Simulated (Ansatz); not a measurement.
Crystal: Ag.

```
CELL_PARAMETERS angstrom
2.88620 0.00000 0.00000
-1.44310 2.49952 0.00000
0.00000 0.00000 10.00000
ATOMIC_POSITIONS crystal
Ag 0.00000 0.00000 0.50000
Ag 0.00000 0.00000 0.00000
Ag 0.66667 0.33333 0.75000
Ag 0.33333 0.66667 0.25000
```

This isn't the form of Ag at room conditions, which is fcc.

* Program: Ansatz 0.2.0
* Task: relaxation of cell and atoms
* Functional: PBEsol
* Potentials or basis: Ansatz PAW
* Cutoff: 420 eV (not typed: the program's choice for these potentials)
* k mesh: 11 × 11 × 3
* Occupations: fermi-dirac, width 0.05 eV
* Spin: no spin polarisation

At the start: volume 18.04 Å³/atom.

Problem. Where does the relaxation end?

Solution. It ends after 6 steps and the volume is 16.66 Å³/atom (-7.6 %); space group P6_3/mmc (No. 194, to 0.05 Å).

Step by step:
```csv
step,energy change (eV),largest force (eV/Å),volume (Å³)
1,0.0000,0.0000,72.14
2,-0.1441,0.0000,65.30
3,-0.1591,0.0000,66.78
4,-0.1606,0.0000,66.65
5,-0.1607,0.0000,66.63
6,-0.1591,0.0000,66.63
```

Final structure:
```
Ag
1.0
     2.85277    0.00000    0.00000
    -1.42639    2.47057    0.00000
     0.00000    0.00000    9.45347
Ag
4
Cartesian
  0.0000 0.0000 4.7267
  0.0000 0.0000 0.0000
  1.4264 0.8235 7.0901
  0.0000 1.6470 2.3634
```

Caveat: the plane-wave basis is chosen anew once the cell has moved, so the energies of steps on either side of that aren't comparable; the PAW data sets come from PBE, with cores solved anew for the run's functional, which leaves a small shift of forces and pressure.
